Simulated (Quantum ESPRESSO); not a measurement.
# InP (F-43m) in Quantum ESPRESSO: a series of runs

Runs on InP. Level: PBE. Tasks: phonons.

Program: Quantum ESPRESSO 7.5. These are calculated values, not measurements. Logs are shortened: lines on timing, memory, paths and dates and some standing lists are left out, and cuts for length are marked.

**What was measured.**

A printed reference work, textbook reports, for a bulk crystal of InP at 300 K: high-frequency dielectric constant 9.61.

How close the calculation comes is told below.

### Step 1. Starting point

Symmetry: F-43m, No. 216, cubic system. The conventional cell has a = 5.861 Å, b = 5.861 Å, c = 5.861 Å, α = 90.00°, β = 90.00°, γ = 90.00°. Around In (site symmetry -43m) lie 4 P at 2.54 Å. P (site symmetry -43m) has 4 In at 2.54 Å as nearest neighbours.

### Step 2. Phonons, PBE

The input, pw.in:

```
&CONTROL
  calculation = 'scf'
  prefix = 'pwscf'
  outdir = './tmp'
  pseudo_dir = './pseudo'
  tprnfor = .true.
  tstress = .true.
  disk_io = 'low'
/
&SYSTEM
  ibrav = 0
  nat = 2
  ntyp = 2
  ecutwfc = 55
  ecutrho = 440
  nbnd = 15
  occupations = 'smearing'
  smearing = 'fd'
  degauss = 0.00367493
/
&ELECTRONS
  conv_thr = 4d-10
  electron_maxstep = 120
  mixing_beta = 0.5
/
ATOMIC_SPECIES
In   114.8180 In.pbe-dn-rrkjus_psl.0.2.2.UPF
P     30.9738 P.pbe-n-rrkjus_psl.1.0.0.UPF
CELL_PARAMETERS bohr
   0.0000000000    5.5378424082    5.5378424082
   5.5378424082    0.0000000000    5.5378424082
   5.5378424082    5.5378424082    0.0000000000
ATOMIC_POSITIONS bohr
In     0.0000000000    0.0000000000    0.0000000000
P      8.3067636123    8.3067636123    8.3067636123
K_POINTS automatic
4 4 4 1 1 1
```

The input, gamma.in:

```
&CONTROL
  calculation = 'bands'
  prefix = 'pwscf'
  outdir = './tmp'
  pseudo_dir = './pseudo'
  disk_io = 'low'
  verbosity = 'high'
/
&SYSTEM
  ibrav = 0
  nat = 2
  ntyp = 2
  ecutwfc = 55
  ecutrho = 440
  nbnd = 15
  occupations = 'smearing'
  smearing = 'fd'
  degauss = 0.00367493
/
&ELECTRONS
  conv_thr = 1d-08
  electron_maxstep = 120
  mixing_beta = 0.5
  diago_full_acc = .true.
  startingwfc = 'random'
/
ATOMIC_SPECIES
In   114.8180 In.pbe-dn-rrkjus_psl.0.2.2.UPF
P     30.9738 P.pbe-n-rrkjus_psl.1.0.0.UPF
CELL_PARAMETERS bohr
   0.0000000000    5.5378424082    5.5378424082
   5.5378424082    0.0000000000    5.5378424082
   5.5378424082    5.5378424082    0.0000000000
ATOMIC_POSITIONS bohr
In     0.0000000000    0.0000000000    0.0000000000
P      8.3067636123    8.3067636123    8.3067636123
K_POINTS crystal
1
0.0 0.0 0.0 1
```

The input, scf2.in:

```
&CONTROL
  calculation = 'scf'
  prefix = 'pwscf'
  outdir = './tmp'
  pseudo_dir = './pseudo'
  tprnfor = .true.
  tstress = .true.
  disk_io = 'low'
/
&SYSTEM
  ibrav = 0
  nat = 2
  ntyp = 2
  ecutwfc = 55
  ecutrho = 440
  nbnd = 15
  occupations = 'fixed'
/
&ELECTRONS
  conv_thr = 1d-13
  electron_maxstep = 120
  mixing_beta = 0.5
  startingpot = 'file'
/
ATOMIC_SPECIES
In   114.8180 In.pbe-dn-rrkjus_psl.0.2.2.UPF
P     30.9738 P.pbe-n-rrkjus_psl.1.0.0.UPF
CELL_PARAMETERS bohr
   0.0000000000    5.5378424082    5.5378424082
   5.5378424082    0.0000000000    5.5378424082
   5.5378424082    5.5378424082    0.0000000000
ATOMIC_POSITIONS bohr
In     0.0000000000    0.0000000000    0.0000000000
P      8.3067636123    8.3067636123    8.3067636123
K_POINTS automatic
4 4 4 1 1 1
```

The input, ph.in:

```
phonons of InP
&INPUTPH
  prefix = 'pwscf'
  outdir = './tmp'
  tr2_ph = 1d-18
  fildyn = 'dyn'
  niter_ph = 90
  alpha_mix(1) = 0.7
  epsil = True
/
0.0000000000 0.0000000000 0.0000000000
```

The input, dynmat.in:

```
&INPUT
  fildyn = 'dyn'
  asr = 'crystal'
  lperm = .true.
  filout = 'dynmat.disp'
  fileig = 'dynmat.eig'
/
```

The input, dynmat_lo.in:

```
&INPUT
  fildyn = 'dyn'
  asr = 'crystal'
  filout = 'dynmat_lo.disp'
  fileig = 'dynmat_lo.eig'
  q(1) = 0
  q(2) = 0
  q(3) = 1
/
```

Potentials or basis: SSSP 1.3 efficiency PBE.

On the command line:

```
$ OMP_NUM_THREADS=1 pw.x -in pw.in > pw.out
$ OMP_NUM_THREADS=1 pw.x -in gamma.in > gamma.out
$ OMP_NUM_THREADS=1 pw.x -in scf2.in > scf2.out
$ OMP_NUM_THREADS=1 ph.x -in ph.in > ph.out
$ OMP_NUM_THREADS=1 dynmat.x -in dynmat.in > dynmat.out
$ OMP_NUM_THREADS=1 dynmat.x -in dynmat_lo.in > dynmat_lo.out
```

pw.out:

```text
This program is part of the open-source Quantum ESPRESSO suite
     for quantum simulation of materials; please cite
         "P. Giannozzi et al., J. Phys.:Condens. Matter 21 395502 (2009);
         "P. Giannozzi et al., J. Phys.:Condens. Matter 29 465901 (2017);
         "P. Giannozzi et al., J. Chem. Phys. 152 154105 (2020);
     in publications or presentations arising from this work. More details at

     file In.pbe-dn-rrkjus_psl.0.2.2.UPF: wavefunction(s)  5S renormalized
     Message from routine setup:
     using ibrav=0 with symmetry is DISCOURAGED, use correct ibrav instead

     G-vector sticks info
     --------------------
     sticks:   dense  smooth     PW     G-vecs:    dense   smooth      PW
     Sum        1867     931    283                52873    18763    3119

     Using Slab Decomposition

     bravais-lattice index     =            0
     lattice parameter (alat)  =       7.8317  a.u.
     unit-cell volume          =     339.6658 (a.u.)^3
     number of atoms/cell      =            2
     number of atomic types    =            2
     number of electrons       =        18.00
     number of Kohn-Sham states=           15
     kinetic-energy cutoff     =      55.0000  Ry
     charge density cutoff     =     440.0000  Ry
     scf convergence threshold =      4.0E-10
     mixing beta               =       0.5000
     number of iterations used =            8  plain     mixing
     Exchange-correlation= PBE
                           (   1   4   3   4   0   0   0)

     celldm(1)=   7.831692  celldm(2)=   0.000000  celldm(3)=   0.000000
     celldm(4)=   0.000000  celldm(5)=   0.000000  celldm(6)=   0.000000

[... 8 lines left out ...]
               b(3) = (  0.707107  0.707107 -0.707107 )

     PseudoPot. # 1 for In read from file:
     In.pbe-dn-rrkjus_psl.0.2.2.UPF
     Pseudo is Ultrasoft + core correction, Zval = 13.0
     Generated using "atomic" code by A. Dal Corso  v.5.0.99 svn rev. 10869
     Using radial grid of 1241 points,  6 beta functions with:
                l(1) =   0
                l(2) =   0
                l(3) =   1
                l(4) =   1
                l(5) =   2
                l(6) =   2
     Q(r) pseudized with 0 coefficients

     PseudoPot. # 2 for P  read from file:
     P.pbe-n-rrkjus_psl.1.0.0.UPF
     Pseudo is Ultrasoft + core correction, Zval =  5.0
     Generated using "atomic" code by A. Dal Corso  v.5.1
     Using radial grid of 1147 points,  6 beta functions with:
                l(1) =   0
                l(2) =   0
                l(3) =   1
                l(4) =   1
                l(5) =   2
                l(6) =   2
     Q(r) pseudized with 0 coefficients

     atomic species   valence    mass     pseudopotential
     In               13.00   114.81800     In( 1.00)
     P                 5.00    30.97380     P ( 1.00)

     24 Sym. Ops. (no inversion) found

   Cartesian axes

     site n.     atom                  positions (alat units)
         1        In     tau(   1) = (   0.0000000   0.0000000   0.0000000  )
         2        P      tau(   2) = (   1.0606602   1.0606602   1.0606602  )

     number of k points=    10  Fermi-Dirac smearing, width (Ry)=  0.0037
                       cart. coord. in units 2pi/alat
        k(    1) = (   0.0883883   0.0883883   0.0883883), wk =   0.0625000
        k(    2) = (   0.2651650   0.2651650  -0.0883883), wk =   0.1875000
        k(    3) = (  -0.2651650  -0.2651650   0.4419417), wk =   0.1875000
        k(    4) = (  -0.0883883  -0.0883883   0.2651650), wk =   0.1875000
        k(    5) = (   0.4419417   0.0883883   0.0883883), wk =   0.1875000
        k(    6) = (  -0.0883883  -0.4419417   0.6187184), wk =   0.3750000
        k(    7) = (   0.0883883  -0.2651650   0.4419417), wk =   0.3750000
        k(    8) = (  -0.6187184   0.0883883   0.0883883), wk =   0.1875000
        k(    9) = (   0.2651650   0.2651650   0.2651650), wk =   0.0625000
        k(   10) = (  -0.2651650  -0.2651650   0.7954951), wk =   0.1875000

     Dense  grid:    52873 G-vectors     FFT dimensions: (  54,  54,  54)

     Smooth grid:    18763 G-vectors     FFT dimensions: (  40,  40,  40)

     Initial potential from superposition of free atoms

     starting charge      17.9961, renormalised to      18.0000
     Starting wfcs are   13 randomized atomic wfcs +    2 random wfcs

     Self-consistent Calculation

     iteration #  1     ecut=    55.00 Ry     beta= 0.50
     Davidson diagonalization with overlap
     ethr =  1.00E-02,  avg # of iterations =  4.9

     Threshold (ethr) on eigenvalues was too large:
     Diagonalizing with lowered threshold

     Davidson diagonalization with overlap
     ethr =  6.07E-04,  avg # of iterations =  3.3

     total energy              =    -158.89238380 Ry
     estimated scf accuracy    <       0.10859761 Ry

     iteration #  2     ecut=    55.00 Ry     beta= 0.50
     Davidson diagonalization with overlap
     ethr =  6.03E-04,  avg # of iterations =  2.0

     total energy              =    -158.91801273 Ry
     estimated scf accuracy    <       0.00722844 Ry

     iteration #  3     ecut=    55.00 Ry     beta= 0.50
     Davidson diagonalization with overlap
     ethr =  4.02E-05,  avg # of iterations =  7.2

     total energy              =    -158.91965686 Ry
     estimated scf accuracy    <       0.00147895 Ry

     iteration #  4     ecut=    55.00 Ry     beta= 0.50
     Davidson diagonalization with overlap
     ethr =  8.22E-06,  avg # of iterations =  2.2

     total energy              =    -158.91980408 Ry
     estimated scf accuracy    <       0.00006566 Ry

     iteration #  5     ecut=    55.00 Ry     beta= 0.50
     Davidson diagonalization with overlap
     ethr =  3.65E-07,  avg # of iterations =  4.4

     total energy              =    -158.91984738 Ry
     estimated scf accuracy    <       0.00000535 Ry

     iteration #  6     ecut=    55.00 Ry     beta= 0.50
     Davidson diagonalization with overlap
     ethr =  2.97E-08,  avg # of iterations =  2.6

     total energy              =    -158.91984829 Ry
     estimated scf accuracy    <       0.00000083 Ry

     iteration #  7     ecut=    55.00 Ry     beta= 0.50
     Davidson diagonalization with overlap
     ethr =  4.62E-09,  avg # of iterations =  3.2

     total energy              =    -158.91984865 Ry
     estimated scf accuracy    <       0.00000004 Ry

     iteration #  8     ecut=    55.00 Ry     beta= 0.50
     Davidson diagonalization with overlap
     ethr =  2.32E-10,  avg # of iterations =  4.0

     total energy              =    -158.91984868 Ry
     estimated scf accuracy    <       0.00000006 Ry

     iteration #  9     ecut=    55.00 Ry     beta= 0.50
     Davidson diagonalization with overlap
     ethr =  2.32E-10,  avg # of iterations =  1.0

     total energy              =    -158.91984874 Ry
     estimated scf accuracy    <       0.00000007 Ry

     iteration # 10     ecut=    55.00 Ry     beta= 0.50
     Davidson diagonalization with overlap
     ethr =  2.32E-10,  avg # of iterations =  2.0

     total energy              =    -158.91984889 Ry
     estimated scf accuracy    <       0.00000021 Ry

     iteration # 11     ecut=    55.00 Ry     beta= 0.50
     Davidson diagonalization with overlap
     ethr =  2.32E-10,  avg # of iterations =  4.0

     total energy              =    -158.91984867 Ry
     estimated scf accuracy    <       0.00000063 Ry

     iteration # 12     ecut=    55.00 Ry     beta= 0.50
     Davidson diagonalization with overlap
     ethr =  2.32E-10,  avg # of iterations =  3.0

     total energy              =    -158.91984873 Ry
     estimated scf accuracy    <       0.00000014 Ry

     iteration # 13     ecut=    55.00 Ry     beta= 0.50
     Davidson diagonalization with overlap
     ethr =  2.32E-10,  avg # of iterations =  1.0

     total energy              =    -158.91984883 Ry
     estimated scf accuracy    <       0.00000019 Ry

     iteration # 14     ecut=    55.00 Ry     beta= 0.50
     Davidson diagonalization with overlap
     ethr =  2.32E-10,  avg # of iterations =  2.0

     total energy              =    -158.91984904 Ry
     estimated scf accuracy    <       0.00000042 Ry

     iteration # 15     ecut=    55.00 Ry     beta= 0.50
     Davidson diagonalization with overlap
     ethr =  2.32E-10,  avg # of iterations =  4.0

     total energy              =    -158.91984828 Ry
     estimated scf accuracy    <       0.00000098 Ry

     iteration # 16     ecut=    55.00 Ry     beta= 0.50
     Davidson diagonalization with overlap
     ethr =  2.32E-10,  avg # of iterations =  5.7

     total energy              =    -158.91984863 Ry
     estimated scf accuracy    <       0.00000032 Ry

     iteration # 17     ecut=    55.00 Ry     beta= 0.50
     Davidson diagonalization with overlap
     ethr =  2.32E-10,  avg # of iterations =  3.0

     total energy              =    -158.91984865 Ry
     estimated scf accuracy    <       0.00000002 Ry

     iteration # 18     ecut=    55.00 Ry     beta= 0.50
     Davidson diagonalization with overlap
     ethr =  1.38E-10,  avg # of iterations =  2.2

     End of self-consistent calculation

          k = 0.0884 0.0884 0.0884 (  2334 PWs)   bands (ev):

    -7.3562  -7.3301  -7.3301  -7.1862  -7.1862  -4.4616   5.3385   6.6926
     6.6926   8.5391  11.1267  11.2442  11.2442  15.6722  15.6722

          k = 0.2652 0.2652-0.0884 (  2345 PWs)   bands (ev):

    -7.4230  -7.3046  -7.3016  -7.1890  -7.1775  -3.6114   2.8170   5.1666
     6.2741   9.3921  11.6572  11.8116  12.4188  14.8684  16.5809

          k =-0.2652-0.2652 0.4419 (  2342 PWs)   bands (ev):

    -7.4587  -7.2949  -7.2882  -7.1832  -7.1709  -2.8524   1.3048   5.0898
     5.6526   9.2125  11.2979  12.2160  13.8995  16.1609  17.5471

          k =-0.0884-0.0884 0.2652 (  2333 PWs)   bands (ev):

    -7.4047  -7.3093  -7.3062  -7.1965  -7.1761  -4.0117   3.9066   5.9424
     5.9616   9.4960  10.4531  12.2485  12.3038  14.4185  16.3373

          k = 0.4419 0.0884 0.0884 (  2338 PWs)   bands (ev):

    -7.4676  -7.2739  -7.2698  -7.2140  -7.1634  -3.2179   2.4859   4.8636
     5.1642   9.3786  10.2343  13.0647  13.7646  15.3861  17.3300

          k =-0.0884-0.4419 0.6187 (  2332 PWs)   bands (ev):

    -7.4869  -7.2749  -7.2479  -7.2083  -7.1683  -2.3377   1.3520   3.7605
     4.6218  10.0582  11.2887  12.7339  14.3833  15.7290  18.0176

          k = 0.0884-0.2652 0.4419 (  2342 PWs)   bands (ev):

    -7.4603  -7.2897  -7.2743  -7.1975  -7.1708  -2.9415   1.8857   4.3310
     5.4292  10.0873  11.0895  12.1772  13.5844  15.5253  17.7292

          k =-0.6187 0.0884 0.0884 (  2338 PWs)   bands (ev):

    -7.5075  -7.2487  -7.2414  -7.2265  -7.1563  -2.4031   1.3599   4.2142
     4.7153   8.9699   9.8226  14.7358  15.2463  16.4870  17.7824

          k = 0.2652 0.2652 0.2652 (  2343 PWs)   bands (ev):

    -7.4390  -7.3025  -7.3025  -7.1769  -7.1769  -3.2984   1.8449   6.0194
     6.0194   8.4710  11.7305  11.7305  13.5635  15.8478  16.3990

          k =-0.2652-0.2652 0.7955 (  2335 PWs)   bands (ev):

    -7.4704  -7.2838  -7.2683  -7.1925  -7.1764  -2.5661   1.4290   3.7947
     5.3983   9.6299  11.8017  13.1211  13.7104  15.5188  16.1074

     the Fermi energy is     7.5928 ev

!    total energy              =    -158.91984865 Ry
     estimated scf accuracy    <          4.4E-11 Ry
     smearing contrib. (-TS)   =      -0.00000000 Ry
     internal energy E=F+TS    =    -158.91984865 Ry

     The total energy is F=E-TS. E is the sum of the following terms:
     one-electron contribution =     -60.38899062 Ry
     hartree contribution      =      43.24188344 Ry
     xc contribution           =     -52.05233727 Ry
     ewald contribution        =     -89.72040420 Ry

     convergence has been achieved in  18 iterations

     Forces acting on atoms (cartesian axes, Ry/au):

     atom    1 type  1   force =     0.00000000   -0.00000000   -0.00000000
     atom    2 type  2   force =     0.00000000    0.00000000   -0.00000000

     Total force =     0.000000     Total SCF correction =     0.000000

     Computing stress (Cartesian axis) and pressure

          total   stress  (Ry/bohr**3)                   (kbar)     P=       33.98
   0.00023098  -0.00000000  -0.00000000           33.98       -0.00       -0.00
  -0.00000000   0.00023098  -0.00000000           -0.00       33.98       -0.00
  -0.00000000  -0.00000000   0.00023098           -0.00       -0.00       33.98

=------------------------------------------------------------------------------=
   JOB DONE.
=------------------------------------------------------------------------------=
```

Wall time 4.8 min (1 thread of Intel Xeon Platinum 8259CL at 2.50GHz (Skylake/Cascade Lake), shared host); peak memory 0.22 GiB.

Results:

```yaml
Free_energy: -2162.2147 eV
Pressure_after_relaxing: 3.4 GPa
Electronic_dielectric_tensor_diagonal: 11.41
Born_charges_mean_of_the_diagonal: In +2.55; P -2.63 e
Highest_phonon_frequency_at_Γ_LO-TO_splitting_left_out: 305 cm⁻¹
Static_dielectric_tensor_diagonal: 14.30
```

Phonon frequencies in cm⁻¹ (negative: imaginary):
```tsv
q point	frequencies
(0.000, 0.000, 0.000)	-1 -1 -1 305 305 305
```

Electronic dielectric tensor:
```
11.41  0.00  0.00
 0.00 11.41  0.00
 0.00  0.00 11.41
```

Born effective charge tensors (e):
atom 1, In
```
2.55 0.00 0.00
0.00 2.55 0.00
0.00 0.00 2.55
```
atom 2, P
```
-2.63  0.00  0.00
 0.00 -2.63  0.00
 0.00  0.00 -2.63
```

Optical modes at Γ, degenerate ones joined, polar ones without the macroscopic field:
```csv
cm⁻¹,components,symmetry,active in,"IR intensity, summed ((D/Å)²/amu)"
305,3,T2,IR and Raman,19.01
```

Zone-centre frequencies without and with the macroscopic field along z (cm⁻¹):
|  | optical modes in rising order |
| --- | --- |
| without | 305 305 305 |
| with the field | 305 305 341 |

Static dielectric tensor, electrons and zone-centre modes:
```
14.30  0.00  0.00
 0.00 14.30  0.00
 0.00  0.00 14.30
```

Caveat: the mesh is thin for the dielectric tensor, Born charges and intensities, which usually come out too large; the cell is more than 3 GPa from zero pressure, which shifts response properties; the Born charges break their sum rule by 0.08 e, a sign of too thin a mesh.

(Part 1 of 2 ends here.)
